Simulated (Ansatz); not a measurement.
BaF$_{2}$ (fluorite)

```
BaF2
1.0
    0.00000     6.24642     6.24642
    3.12321     3.12321     6.24642
    3.12321     3.12321     0.00000
Ba F
2 4
Direct
  0.00000   0.00000   0.00000
  0.50000   0.00000   0.00000
  0.00000   0.25000   0.25000
  0.50000   0.25000   0.25000
  0.00000   0.75000   0.75000
  0.50000   0.75000   0.75000
```

The atoms are displaced by Q × the pattern below (from a DFPT mode at X = (0.5, 0.5, 0.0), largest move 1; Q in Å), at fixed cell. It is one choice among 2 degenerate patterns. (q is in reciprocal vectors of the primitive cell; the cell shown is doubled to hold the pattern.)

| atom | x | y | z |
|---|---|---|---|
| Ba1 | 0.000 | -1.000 | 0.000 |
| Ba2 | 0.000 | 1.000 | 0.000 |
| F3 | -0.213 | 0.000 | 0.000 |
| F4 | 0.213 | 0.000 | 0.000 |
| F5 | -0.213 | 0.000 | 0.000 |
| F6 | 0.213 | 0.000 | 0.000 |

Computed with PBE (plane waves to 420 eV, PAW, scalar-relativistic; Ansatz, a first-principles code). k mesh 9×9×9 (Γ-centred), Fermi-Dirac smearing 0.05 eV. The energy includes the smearing's −TS. Stress and pressure are positive under compression. BaF2 was relaxed with its symmetry unable to fall. The zero of ΔE is the undisplaced structure.

| Q (Å) | ΔE (meV/cell) | P (GPa) | −dE/dQ from forces (eV/Å) |
|---|---|---|---|
| -0.280 | 305 | 0.85 | 2.167 |
| -0.233 | 212 | 0.60 | 1.813 |
| -0.187 | 136 | 0.39 | 1.455 |
| -0.140 | 77 | 0.22 | 1.093 |
| -0.093 | 34 | 0.10 | 0.729 |
| -0.047 | 9 | 0.03 | 0.365 |
| 0.000 | 0 | 0.00 | 0.000 |
| 0.047 | 9 | 0.03 | -0.365 |
| 0.093 | 34 | 0.10 | -0.729 |
| 0.140 | 77 | 0.22 | -1.093 |
| 0.187 | 136 | 0.39 | -1.455 |
| 0.233 | 212 | 0.60 | -1.813 |
| 0.280 | 305 | 0.85 | -2.167 |

What the scan shows:

The energy at Q = 0.280 Å is 305 meV/cell. Space group of the distorted cell: Cmcm (No. 63), lowered from Fm-3m. Symmetry of the curve: even: the same for both signs. Shape of the curve: a single well with its minimum at or next to zero displacement. Harmonic wavenumber from the curvature (finite differences): 87 cm⁻¹. Wavenumber by perturbation theory (DFPT, on another k mesh): 87 cm⁻¹.

(A displaced cell: forces are minus the slopes of the energy, force constants its curvatures, and phonons follow from these.)
